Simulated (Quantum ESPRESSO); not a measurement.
# MgO (Fm-3m) in Quantum ESPRESSO: further runs, part 3 of 5

Quantum ESPRESSO 7.5. The steps go on from the part before.

### Step 4. Phonons, PBE

pw.in reads:

```
&CONTROL
  calculation = 'scf'
  prefix = 'pwscf'
  outdir = './tmp'
  pseudo_dir = './pseudo'
  tprnfor = .true.
  tstress = .true.
  disk_io = 'low'
/
&SYSTEM
  ibrav = 0
  nat = 2
  ntyp = 2
  ecutwfc = 88
  nbnd = 14
  occupations = 'smearing'
  smearing = 'fd'
  degauss = 0.00367493
/
&ELECTRONS
  conv_thr = 4d-10
  electron_maxstep = 120
  mixing_beta = 0.5
/
ATOMIC_SPECIES
Mg    24.3050 12_Mg_10_1.9_2.0_pbe_v1.0.upf
O     15.9990 08_O_6_1.2_1.4_pbe_n_v1.0.upf
CELL_PARAMETERS angstrom
   0.0000000000    2.0970013927    2.0970013927
   2.0970013927    0.0000000000    2.0970013927
   2.0970013927    2.0970013927    0.0000000000
ATOMIC_POSITIONS angstrom
Mg     0.0000000000    0.0000000000    0.0000000000
O      2.0970013927    2.0970013927    2.0970013927
K_POINTS automatic
6 6 6 1 1 1
```

scf2.in reads:

```
&CONTROL
  calculation = 'scf'
  prefix = 'pwscf'
  outdir = './tmp'
  pseudo_dir = './pseudo'
  tprnfor = .true.
  tstress = .true.
  disk_io = 'low'
/
&SYSTEM
  ibrav = 0
  nat = 2
  ntyp = 2
  ecutwfc = 88
  nbnd = 14
  occupations = 'fixed'
/
&ELECTRONS
  conv_thr = 1d-13
  electron_maxstep = 120
  mixing_beta = 0.5
  startingpot = 'file'
  startingwfc = 'file'
/
ATOMIC_SPECIES
Mg    24.3050 12_Mg_10_1.9_2.0_pbe_v1.0.upf
O     15.9990 08_O_6_1.2_1.4_pbe_n_v1.0.upf
CELL_PARAMETERS angstrom
   0.0000000000    2.0970013927    2.0970013927
   2.0970013927    0.0000000000    2.0970013927
   2.0970013927    2.0970013927    0.0000000000
ATOMIC_POSITIONS angstrom
Mg     0.0000000000    0.0000000000    0.0000000000
O      2.0970013927    2.0970013927    2.0970013927
K_POINTS automatic
6 6 6 1 1 1
```

ph.in reads:

```
phonons of MgO
&INPUTPH
  prefix = 'pwscf'
  outdir = './tmp'
  tr2_ph = 1d-18
  fildyn = 'dyn'
  niter_ph = 90
  alpha_mix(1) = 0.7
  epsil = .true.
/
0.0000000000 0.0000000000 0.0000000000
```

dynmat.in reads:

```
&INPUT
  fildyn = 'dyn'
  asr = 'crystal'
  lperm = .true.
  filout = 'dynmat.disp'
  fileig = 'dynmat.eig'
/
```

dynmat_lo.in reads:

```
&INPUT
  fildyn = 'dyn'
  asr = 'crystal'
  filout = 'dynmat_lo.disp'
  fileig = 'dynmat_lo.eig'
  q(1) = 0
  q(2) = 0
  q(3) = 1
/
```

Potentials or basis: SPMS 1.0 PBE.

Command:

```
$ OMP_NUM_THREADS=1 pw.x -in pw.in > pw.out
$ OMP_NUM_THREADS=1 pw.x -in scf2.in > scf2.out
$ OMP_NUM_THREADS=1 ph.x -in ph.in > ph.out
$ OMP_NUM_THREADS=1 dynmat.x -in dynmat.in > dynmat.out
$ OMP_NUM_THREADS=1 dynmat.x -in dynmat_lo.in > dynmat_lo.out
```

pw.out:

```text
This program is part of the open-source Quantum ESPRESSO suite
     for quantum simulation of materials; please cite
[... 9 lines left out ...]
     --------------------
     sticks:   dense  smooth     PW     G-vecs:    dense   smooth      PW
     Sum         757     757    241                13851    13851    2421

     Using Slab Decomposition

     bravais-lattice index     =            0
     lattice parameter (alat)  =       5.6042  a.u.
     unit-cell volume          =     124.4580 (a.u.)^3
     number of atoms/cell      =            2
     number of atomic types    =            2
     number of electrons       =        16.00
     number of Kohn-Sham states=           14
     kinetic-energy cutoff     =      88.0000  Ry
     charge density cutoff     =     352.0000  Ry
     scf convergence threshold =      4.0E-10
     mixing beta               =       0.5000
     number of iterations used =            8  plain     mixing
     Exchange-correlation= PBE
                           (   1   4   3   4   0   0   0)

     celldm(1)=   5.604187  celldm(2)=   0.000000  celldm(3)=   0.000000
     celldm(4)=   0.000000  celldm(5)=   0.000000  celldm(6)=   0.000000

     crystal axes: (cart. coord. in units of alat)
               a(1) = (   0.000000   0.707107   0.707107 )
               a(2) = (   0.707107   0.000000   0.707107 )
               a(3) = (   0.707107   0.707107   0.000000 )

     reciprocal axes: (cart. coord. in units 2 pi/alat)
               b(1) = ( -0.707107  0.707107  0.707107 )
               b(2) = (  0.707107 -0.707107  0.707107 )
               b(3) = (  0.707107  0.707107 -0.707107 )

     PseudoPot. # 1 for Mg read from file:
     12_Mg_10_1.9_2.0_pbe_v1.0.upf
     Pseudo is Norm-conserving, Zval = 10.0
     Generated using ONCVPSP code by D. R. Hamann
     Using radial grid of 1512 points,  4 beta functions with:
                l(1) =   0
                l(2) =   0
                l(3) =   1
                l(4) =   1

     PseudoPot. # 2 for O  read from file:
     08_O_6_1.2_1.4_pbe_n_v1.0.upf
     Pseudo is Norm-conserving + core correction, Zval =  6.0
     Generated using ONCVPSP code by D. R. Hamann
     Using radial grid of  934 points,  5 beta functions with:
                l(1) =   0
                l(2) =   0
                l(3) =   1
                l(4) =   1
                l(5) =   2

     atomic species   valence    mass     pseudopotential
     Mg               10.00    24.30500     Mg( 1.00)
     O                 6.00    15.99900     O ( 1.00)

     48 Sym. Ops., with inversion, found

   Cartesian axes

     site n.     atom                  positions (alat units)
         1        Mg     tau(   1) = (   0.0000000   0.0000000   0.0000000  )
         2        O      tau(   2) = (   0.7071068   0.7071068   0.7071068  )

     number of k points=    28  Fermi-Dirac smearing, width (Ry)=  0.0037
                       cart. coord. in units 2pi/alat
        k(    1) = (   0.0589256   0.0589256   0.0589256), wk =   0.0185185
        k(    2) = (   0.1767767   0.1767767  -0.0589256), wk =   0.0555556
        k(    3) = (   0.2946278   0.2946278  -0.1767767), wk =   0.0555556
        k(    4) = (  -0.2946278  -0.2946278   0.4124790), wk =   0.0555556
        k(    5) = (  -0.1767767  -0.1767767   0.2946278), wk =   0.0555556
        k(    6) = (  -0.0589256  -0.0589256   0.1767767), wk =   0.0555556
[... 20 lines left out ...]
        k(   27) = (   0.2946278   0.2946278   0.2946278), wk =   0.0185185
        k(   28) = (  -0.2946278  -0.2946278   0.8838835), wk =   0.0555556

     Dense  grid:    13851 G-vectors     FFT dimensions: (  36,  36,  36)

     Initial potential from superposition of free atoms

     starting charge      15.9992, renormalised to      16.0000
     Starting wfcs are    9 randomized atomic wfcs +    5 random wfcs

     Self-consistent Calculation

     iteration #  1     ecut=    88.00 Ry     beta= 0.50
     Davidson diagonalization with overlap
     ethr =  1.00E-02,  avg # of iterations =  5.0

     total energy              =    -145.24436256 Ry
     estimated scf accuracy    <       0.38595245 Ry

     iteration #  2     ecut=    88.00 Ry     beta= 0.50
     Davidson diagonalization with overlap
     ethr =  2.41E-03,  avg # of iterations =  2.0
[... 43 lines left out ...]
     total energy              =    -145.35975948 Ry
     estimated scf accuracy    <          2.1E-09 Ry

     iteration #  9     ecut=    88.00 Ry     beta= 0.50
     Davidson diagonalization with overlap
     ethr =  1.33E-11,  avg # of iterations =  2.0

     End of self-consistent calculation

          k = 0.0589 0.0589 0.0589 (  1762 PWs)   bands (ev):

   -63.7171 -30.4730 -30.4676 -30.4676  -8.5521   8.1561   8.5745   8.5745
    13.9725  23.5938  24.7405  24.7405  29.7534  29.7949

          k = 0.1768 0.1768-0.0589 (  1749 PWs)   bands (ev):

   -63.7143 -30.4982 -30.4747 -30.4688  -8.1759   6.6299   8.1524   8.4186
    15.5371  21.5932  25.0602  25.5798  27.9046  29.6245

          k = 0.2946 0.2946-0.1768 (  1736 PWs)   bands (ev):

   -63.7099 -30.5392 -30.4799 -30.4737  -7.5232   4.7229   7.7708   8.0863
    16.8453  20.9941  24.6095  25.5442  29.3400  30.5225

          k =-0.2946-0.2946 0.4125 (  1733 PWs)   bands (ev):

   -63.7084 -30.5536 -30.4795 -30.4774  -7.2677   4.1044   7.7251   7.9127
    16.9692  21.2832  24.3441  25.3082  30.3119  31.0457

          k =-0.1768-0.1768 0.2946 (  1733 PWs)   bands (ev):
[... 6 lines left out ...]
   -63.7156 -30.4849 -30.4713 -30.4700  -8.3564   7.3320   8.3775   8.4061
    14.9005  22.1837  25.1310  25.1484  27.8485  30.3388

          k = 0.2946 0.0589 0.0589 (  1744 PWs)   bands (ev):

   -63.7130 -30.5019 -30.4777 -30.4769  -8.0145   6.3340   8.0378   8.0603
    16.2414  20.6443  25.0718  25.8211  26.3400  31.3634

          k = 0.4125 0.1768-0.0589 (  1729 PWs)   bands (ev):

   -63.7093 -30.5263 -30.4901 -30.4810  -7.5102   5.2480   7.2990   7.7907
    17.8505  19.8887  23.2176  26.2637  27.4119  32.0490

          k =-0.1768-0.4125 0.5303 (  1736 PWs)   bands (ev):

   -63.7071 -30.5416 -30.4980 -30.4838  -7.1444   4.6309   6.6787   7.6332
    18.4097  20.8777  22.2655  25.8524  28.8520  31.5720

          k =-0.0589-0.2946 0.4125 (  1735 PWs)   bands (ev):

   -63.7084 -30.5327 -30.4979 -30.4783  -7.3422   4.9969   6.7760   7.8557
    18.2490  20.4463  22.8190  26.0819  28.6952  30.5372

          k = 0.0589-0.1768 0.2946 (  1736 PWs)   bands (ev):

   -63.7120 -30.5137 -30.4816 -30.4728  -7.8647   5.8439   7.7557   8.1766
    16.6115  20.7144  24.5719  26.0851  27.0880  30.6099

          k = 0.5303 0.0589 0.0589 (  1726 PWs)   bands (ev):

   -63.7073 -30.5330 -30.4940 -30.4916  -7.2713   4.9068   7.2796   7.4594
    18.4305  18.7270  22.1372  27.2342  27.3329  34.2773

          k =-0.0589-0.5303 0.6482 (  1727 PWs)   bands (ev):

   -63.7058 -30.5352 -30.5054 -30.4948  -7.0435   4.8678   6.5707   7.2245
    18.7205  19.7832  21.5019  26.3015  28.2183  34.5711

          k = 0.0589-0.4125 0.5303 (  1733 PWs)   bands (ev):

   -63.7063 -30.5305 -30.5137 -30.4868  -7.0653   5.1374   5.9050   7.4983
    19.1685  20.8093  21.4491  25.8164  28.6892  31.5554

          k = 0.1768-0.2946 0.4125 (  1739 PWs)   bands (ev):

   -63.7084 -30.5449 -30.4866 -30.4782  -7.3052   4.4772   7.3331   7.8726
    17.5102  20.9708  23.4998  25.6548  29.3577  31.1341

          k =-0.6482 0.0589 0.0589 (  1731 PWs)   bands (ev):

   -63.7058 -30.5403 -30.4988 -30.4954  -7.0727   4.6335   7.0831   7.3141
    18.0711  19.0006  21.7861  27.5933  27.6330  34.6950

          k =-0.5303 0.1768-0.0589 (  1727 PWs)   bands (ev):

   -63.7071 -30.5333 -30.4988 -30.4897  -7.2111   4.9421   6.8673   7.4312
    18.7686  19.4834  21.9860  26.3750  27.9074  33.3838

          k =-0.4125 0.0589 0.0589 (  1726 PWs)   bands (ev):

   -63.7099 -30.5194 -30.4858 -30.4852  -7.6166   5.4805   7.6246   7.7259
    17.6004  19.3981  23.3664  26.5733  26.8114  32.7334

          k = 0.1768 0.1768 0.1768 (  1751 PWs)   bands (ev):

   -63.7131 -30.5120 -30.4715 -30.4715  -8.0123   5.9617   8.2790   8.2790
    15.8635  21.3125  25.4450  25.4450  28.9826  28.9826

          k = 0.2946 0.2946 0.0589 (  1738 PWs)   bands (ev):
[... 21 lines left out ...]
   -63.7067 -30.5325 -30.5065 -30.4875  -7.1274   5.0200   6.3297   7.4221
    19.2436  20.2827  21.7697  25.5816  29.2248  31.1390

          k =-0.0589-0.2946 0.6482 (  1732 PWs)   bands (ev):

   -63.7058 -30.5269 -30.5141 -30.4953  -7.0141   5.2870   5.9703   7.0556
    19.7216  20.5870  21.0759  24.9309  29.5636  31.8430

          k =-0.7660 0.1768 0.1768 (  1734 PWs)   bands (ev):

   -63.7060 -30.5319 -30.5130 -30.4892  -7.0429   5.0385   6.0401   7.4891
    18.7945  20.5301  21.3623  26.9003  27.2116  33.9050

          k = 0.2946 0.2946 0.2946 (  1736 PWs)   bands (ev):

   -63.7092 -30.5506 -30.4754 -30.4754  -7.3873   4.2337   8.0045   8.0045
    16.6162  21.2434  25.2029  25.2029  29.9230  30.8130

          k =-0.2946-0.2946 0.8839 (  1736 PWs)   bands (ev):

   -63.7077 -30.5469 -30.4913 -30.4792  -7.2005   4.3886   7.0396   7.8353
    17.7959  21.1143  23.0042  25.7691  29.5219  31.1897

     the Fermi energy is    10.3420 ev

!    total energy              =    -145.35975948 Ry
     estimated scf accuracy    <          9.8E-11 Ry
     smearing contrib. (-TS)   =      -0.00000000 Ry
     internal energy E=F+TS    =    -145.35975948 Ry

     The total energy is F=E-TS. E is the sum of the following terms:
     one-electron contribution =     -61.62346141 Ry
     hartree contribution      =      34.66284911 Ry
     xc contribution           =     -23.22438148 Ry
     ewald contribution        =     -95.17476569 Ry

     convergence has been achieved in   9 iterations

     Forces acting on atoms (cartesian axes, Ry/au):

     atom    1 type  1   force =    -0.00000000    0.00000000   -0.00000000
     atom    2 type  2   force =     0.00000000    0.00000000    0.00000000

     Total force =     0.000000     Total SCF correction =     0.000000

     Computing stress (Cartesian axis) and pressure

          total   stress  (Ry/bohr**3)                   (kbar)     P=       67.24
   0.00045711   0.00000000   0.00000000           67.24        0.00        0.00
  -0.00000000   0.00045711   0.00000000           -0.00       67.24        0.00
   0.00000000   0.00000000   0.00045711            0.00        0.00       67.24

=------------------------------------------------------------------------------=
   JOB DONE.
=------------------------------------------------------------------------------=
```

Wall time 2.8 min (1 thread of Arm Neoverse V2, shared host); peak memory 0.05 GiB.

What came out:

```yaml
Free_energy: -1977.7203 eV
Pressure_after_relaxing: 6.7 GPa
Electronic_dielectric_tensor_diagonal: 3.20
Born_charges_mean_of_the_diagonal: Mg +1.99; O -1.99 e
Highest_phonon_frequency_at_Γ_LO-TO_splitting_left_out: 409 cm⁻¹
Static_dielectric_tensor_diagonal: 9.71
```

Phonon frequencies in cm⁻¹ (negative: imaginary):
```tsv
q point	frequencies
(0.000, 0.000, 0.000)	16 16 16 409 409 409
```

Electronic dielectric tensor:
```
3.20 0.00 0.00
0.00 3.20 0.00
0.00 0.00 3.20
```

Born effective charge tensors (e):
atom 1, Mg
```
1.99 0.00 0.00
0.00 1.99 0.00
0.00 0.00 1.99
```
atom 2, O
```
-1.99  0.00  0.00
 0.00 -1.99  0.00
 0.00  0.00 -1.99
```

Optical modes at Γ, degenerate ones joined, polar ones without the macroscopic field:
| cm⁻¹ | components | symmetry | active in | IR intensity, summed ((D/Å)²/amu) |
| --- | --- | --- | --- | --- |
| 409 | 3 | T1u | IR | 28.30 |

Zone-centre frequencies without and with the macroscopic field along z (cm⁻¹):
```tsv
	optical modes in rising order
without	409 409 409
with the field	409 409 713
```

Static dielectric tensor, electrons and zone-centre modes:
```
9.71 0.00 0.00
0.00 9.71 0.00
0.00 0.00 9.71
```

Caveat: the cell is more than 3 GPa from zero pressure, which shifts response properties.

(Continued in part 4 of 5.)
